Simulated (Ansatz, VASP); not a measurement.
**GaP in VASP and in Ansatz**

```
Ga P
1.0
     0.00000    2.55878    2.55878
     2.55878    0.00000    2.55878
     2.55878    2.55878    0.00000
Ga P
1 1
Cartesian
  0.0000 0.0000 0.0000
  2.5588 2.5588 2.5588
```

Change from the starting cell: volume scaled by 0.975, PAW files.

Alike in both runs: task electric field gradients; functional PBE; k mesh 12 × 12 × 12; occupations fermi-dirac, width 0.05 eV; no spin polarisation.

```csv
,VASP,Ansatz
version,VASP 6.6.1,Ansatz 0.2.0
potentials or method,"VASP PAW PBE potentials, release 64 (Ga_d, P)","PAW with Ansatz's default frozen-core files, scalar-relativistic"
plane-wave cutoff (eV),520,420
valence electrons in the cell,18,18
```

|  | VASP | Ansatz | Ansatz less VASP |
| --- | --- | --- | --- |
| pressure (GPa) | 2.4 | 2.3 | -0.08 |
| Vzz of the field gradient on the site that differs most (V/Å²) | 0.0 | 0.0 | 0.00 |

The functional is the same, so the differences come from potentials, cutoffs and numerics.
